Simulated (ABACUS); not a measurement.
BeTe:

```
Te Be
1.0
     3.91737    0.00000    0.00000
     1.95869    3.39254    0.00000
     1.95869    1.13085    3.19852
Te Be
1 1
Direct
  0.75000 0.75000 0.75000
  0.00000 0.00000 0.00000
```

- Program: ABACUS 3.10.1
- Task: relaxation of cell and atoms
- Functional: PBEsol
- Potentials or basis: GBRV ultrasoft 1.5 PBE
- Cutoff: 544 eV
- Density cutoff: 4354 eV
- Basis: plane waves
- k mesh: 6 × 6 × 6
- Occupations: fermi-dirac, width 0.05 eV
- Spin: no spin polarisation

At the start: pressure 2.7 GPa; volume 21.25 Å³/atom.

Problem. Where does the relaxation end?

Solution. Over 3 steps the energy falls by 7.2 meV/atom and the volume is 22.13 Å³/atom (+4.1 %); space group F-43m (No. 216, to 0.05 Å).

Step by step:
| step | energy change (eV) | largest force (eV/Å) | pressure (GPa) | volume (Å³) |
| --- | --- | --- | --- | --- |
| 1 | 0.0000 | 0.0000 | 2.74 | 42.51 |
| 2 | -0.0129 | 0.0000 | -0.82 | 44.86 |
| 3 | -0.0145 | 0.0000 | 0.00 | 44.26 |

Final structure:
```
CELL_PARAMETERS angstrom
3.97046 0.00000 0.00000
1.98523 3.43852 0.00000
1.98523 1.14617 3.24187
ATOMIC_POSITIONS crystal
Te 0.75000 0.75000 0.75000
Be 0.00000 0.00000 0.00000
```

Caveat: the potentials were made for another functional, which shifts forces and pressure.
